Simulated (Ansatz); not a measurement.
# Si: structure and electronic properties

An exercise on one series of results from a longer session: the logs are not shown, and one member is left open.

This is Si in the fcc structure; at room conditions it is diamond.

Computed with Ansatz 0.2.0 (DFT r2SCAN, scalar-relativistic, plane waves, PAW, unless a step's input says otherwise).

**The starting structure**

Symmetry: Fm-3m, No. 225, cubic system. Conventional cell: a = 3.822 Å, b = 3.822 Å, c = 3.822 Å, α = 90.00°, β = 90.00°, γ = 90.00°. Si (site symmetry m-3m) is surrounded by 12 Si at 2.70 Å.

As a file:

```cif
data_structure
_symmetry_space_group_name_H-M 'P 1'
_symmetry_Int_Tables_number 1
_cell_length_a 2.7023
_cell_length_b 2.7023
_cell_length_c 2.7023
_cell_angle_alpha 60.000
_cell_angle_beta 60.000
_cell_angle_gamma 60.000
_cell_volume 13.95
loop_
_atom_site_label
_atom_site_type_symbol
_atom_site_fract_x
_atom_site_fract_y
_atom_site_fract_z
_atom_site_occupancy
Si1 Si 0.00000 0.00000 0.00000 1
```

Source of the structure: the Materials Project (structure only).

Set-up of the first run:

(A quick probe on a coarse mesh, which set the mesh and smearing, is not shown.)

Contents of input.yaml:

```yaml
crystal:
  lattice:
    - [0.0, 1.9108305409, 1.9108305409]
    - [1.9108305409, 0.0, 1.9108305409]
    - [1.9108305409, 1.9108305409, 0.0]
  atoms:
    - { symbol: Si, position: [0.0, 0.0, 0.0] }
basis:
  ecutwfc: 500
kpoints:
  mp_grid: { grid: [18, 18, 18] }
hamiltonian:
  xc: r2scan
scf:
  occupations: { method: gaussian, width: 0.1 }
output:
  forces: true
  stress: true
  eigenvalues: true
relax:
  adjacent_minimum: "off"
  f_tol: 0.005
  max_steps: 80
  cell: { stress_tol: 0.05 }
```

Started as:

```sh
$ ansatz run input.yaml --threads 1 --pin off --max-ram 2560MiB --backend cpu --events-out ev --progress --plain --runs-dir out
```

Among the steps run: Full relaxation; The cell scaled to 0.97 of its volume; Volume × 1.03; Point at V/V0 = 0.94; Volume × 1.06; Point at V/V0 = 0.91; Volume × 1.10; Volume × 0.88.

One table of the session follows, with a row left open; its other results are not shown here.

It belongs to the step «Equation of state». 

```
volume (Å³/atom)  energy above the lowest point (meV/atom)  pressure (GPa)
          12.194                                      63.1           13.91
          12.610                                      33.2            9.40
          13.025                                      13.8            5.77
          13.441                                       3.1            2.58
          13.857                                       0.0            0.00
          14.272                                       2.6           -2.12
          14.688                                         ?               ?
          15.242                                      28.8           -6.39
```

Estimate the missing values for volume (Å³/atom) = 14.688.

Worked estimate for «energy above the lowest point (meV/atom)». A straight line through the neighbours (14.272, 2.6) and (15.242, 28.8) gives 2.6 + (28.8 − 2.6) × (14.688 − 14.272) / (15.242 − 14.272) = 13.8; a parabola fitted to 3 rows on both sides gives 10.4.

The run gave: energy above the lowest point (meV/atom): 10.6; pressure (GPa): -4.10. In «energy above the lowest point (meV/atom)» the line misses by +3.2 and the parabola by -0.2.
